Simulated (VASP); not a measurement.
Set up this calculation in VASP 6.6.1, as the native input.

| Property | Result |
| --- | --- |
| Task | single point |
| Functional | RPBE |
| Dispersion | D3 |
| Potentials or basis | VASP PAW PBE potentials, release 64 (Cd) |
| Cutoff | 520 eV |
| k mesh | 10 × 10 × 10 |
| Occupations | methfessel-paxton, width 0.2 eV |
| Spin | no spin polarisation |
| Further INCAR settings | ALGO = Normal; EDIFF = 1e-07; NBANDS = 12 |

The structure of Cd lies in POSCAR:

```
Cd
3.0565
   -0.004676918044      0.717216096843      0.696821527891
    0.750305578276     -0.015082283658      0.707226893506
    0.740827089809      0.718142973990     -0.005603795191
Cd
1
Direct
    0.0417310000     -0.0527540000      0.0010760000
```

This isn't the form of Cd at room conditions, which is hcp.

The cell isn't the ideal one: cell strained at random at fixed volume.

One way to write it, as run:

INCAR

```
PREC = Accurate ; ENCUT = 520
EDIFF = 1E-7 ; ISMEAR = 1
SIGMA = 0.2 ; LREAL = False
LASPH = True ; NELM = 60
ALGO = Normal ; ISIF = 2
LWAVE = False ; LCHARG = False
GGA = RP ; IVDW = 11
NBANDS = 12
```

KPOINTS

```
regular mesh
0
Gamma
  10 10 10
```

Potentials or basis: VASP PAW PBE potentials, release 64 (Cd).

Run with:

```bash
$ cat potpaw_PBE.64/Cd/POTCAR > POTCAR
$ mpirun -np 1 vasp_std > vasp.out
```

Results of the run:

```yaml
Pressure: 4.1 GPa
Band_gap_on_the_k_mesh: none (metal or under the smearing width)
Dispersion_energy_per_atom: -0.554 eV
```

Caveat: the PAW data sets were made with another functional, which shifts forces and pressure a little; pairwise dispersion overbinds metals, which lowers pressure and volume.

It took 43 s on 1 thread of Intel(R) Xeon(R) Platinum 8488C (Sapphire Rapids), with other jobs on the host, peak memory 0.25 GiB.
